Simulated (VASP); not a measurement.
Wanted: the native input for a VASP 6.6.1 run.

```yaml
Task: relaxation of cell and atoms
Functional: PBE
Dispersion: D3(BJ)
Potentials_or_basis: VASP PAW PBE potentials, release 64 (Mo_sv)
Cutoff: 520 eV
k_mesh: 18 × 18 × 18
Occupations: gaussian, width 0.1 eV
Spin: no spin polarisation
Further_INCAR_settings: ALGO = Normal; EDIFF = 1e-07; IBRION = 2; EDIFFG = -0.002; NSW = 80; ISIF = 3
```

The structure of Mo lies in POSCAR:

```
Mo
1.0
   -1.5734150000      1.5734150000      1.5734150000
    1.5734150000     -1.5734150000      1.5734150000
    1.5734150000      1.5734150000     -1.5734150000
Mo
1
Direct
    0.0000000000      0.0000000000      0.0000000000
```

The input as run:

INCAR

```
PREC = Accurate
ENCUT = 520
EDIFF = 1E-7
ISMEAR = 0
SIGMA = 0.1
LREAL = False
LASPH = True
NELM = 60
ALGO = Normal
ISIF = 3
LWAVE = False
LCHARG = False
GGA = PE
IVDW = 12
IBRION = 2
NSW = 80
EDIFFG = -0.002
```

KPOINTS

```
Automatic mesh
0
Gamma
  18 18 18
```

Potentials or basis: VASP PAW PBE potentials, release 64 (Mo_sv).

Command:

```sh
$ cat potpaw_PBE.64/Mo_sv/POTCAR > POTCAR
$ mpirun -np 1 vasp_std > vasp.out
```

It gave:

| Item | Value |
| --- | --- |
| Relaxed volume | 15.37 Å³/atom |
| Relaxed cell | a = 2.713 Å, b = 2.713 Å, c = 2.713 Å, α = 109.47°, β = 109.47°, γ = 109.47° |
| Space group after relaxing (to 0.05 Å) | Im-3m (No. 229) |
| Energy gained by relaxing | 2.5 meV/atom |
| Ionic steps | 6 |
| Pressure after relaxing | 0.0 GPa |
| Band gap on the k mesh | none (metal or under the smearing width) |
| Dispersion energy per atom | -0.727 eV |

Caveat: pairwise dispersion overbinds metals, which lowers pressure and volume.

Wall time 42 s on 1 thread of AMD EPYC 9R45 96-Core Processor (Zen 5), with other jobs on the host, peak memory 0.13 GiB.
